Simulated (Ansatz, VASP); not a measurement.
**One calculation of Os, two programs**

File INCAR:

```
SYSTEM = Os
  PREC = Accurate
  ENCUT = 520
  EDIFF = 1E-6
  ISMEAR = 0
  SIGMA = 0.1
  LREAL = .False.
  LASPH = .True.
  NELM = 150
  ALGO = Normal
  ISIF = 2
  LWAVE = .False.
  LCHARG = .False.
  ISPIN = 2
  MAGMOM = 1
  LORBIT = 11
  LMAXMIX = 4
  GGA = PE
  NBANDS = 14
```

The input KPOINTS:

```
regular mesh
0
Gamma
  6 6 6
  0 0 0
```

Contents of POSCAR:

```
Os
1.0
    2.6725488254      0.0000000000      0.0000000000
   -1.3362744127      2.3144951756      0.0000000000
    0.0000000000      0.0000000000      2.5464346571
Os
1
Direct
    0.0000000000      0.0000000000      0.0000000000
```

Input for Ansatz:

```yaml
crystal:
  lattice:
    - [2.6725488254, 0.0, 0.0]
    - [-1.3362744127, 2.3144951756, 0.0]
    - [0.0, 0.0, 2.5464346571]
  atoms:
    - { symbol: Os, position: [0.0, 0.0, 0.0], spin: 1.0 }
basis:
  ecutwfc: 420
kpoints:
  mp_grid: { grid: [6, 6, 6] }
hamiltonian:
  xc: pbe
scf:
  occupations: { method: gaussian, width: 0.1 }
  lower_state_search: "off"
output:
  forces: true
  stress: true
  eigenvalues: true
  populations: true
magnetization:
  spin_polarized: true
```

Alike in both runs: task single point; functional PBE; k mesh 6 × 6 × 6; occupations gaussian, width 0.1 eV; collinear spin.

|  | VASP | Ansatz |
| --- | --- | --- |
| version | VASP 6.6.1 | Ansatz 0.2.0 |
| potentials or method | VASP PAW PBE potentials, release 64 (Os) | scalar-relativistic, plane waves, PAW |
| plane-wave cutoff (eV) | 520 | 420 |
| valence electrons in the cell | 8 | 16 |

VASP gave:

| Quantity | Value |
| --- | --- |
| gap on the k mesh at the Fermi level (eV) | none |
| pressure (GPa) | 1.5 |
| largest component of the traceless stress (GPa) | 2.75 |
| net moment per atom (μB) | 0.00 |

Task: What did Ansatz give for the same quantities?

Result: gap on the k mesh at the Fermi level (eV): none; pressure (GPa): 1.6; largest component of the traceless stress (GPa): 2.75; net moment per atom (μB): 0.00.

A gap of «none» marks a metal or a gap that the smearing closes. The functional is the same, so the differences come from potentials, cutoffs and numerics. The two sets of potentials don't hold the same shells in valence. Ansatz warned: «seeded_moment_not_kept».

Caveats: the k mesh is coarse (spacing up to 0.45 Å⁻¹), so the values aren't converged. The runs have no spin-orbit coupling, so splittings on Os are missing.
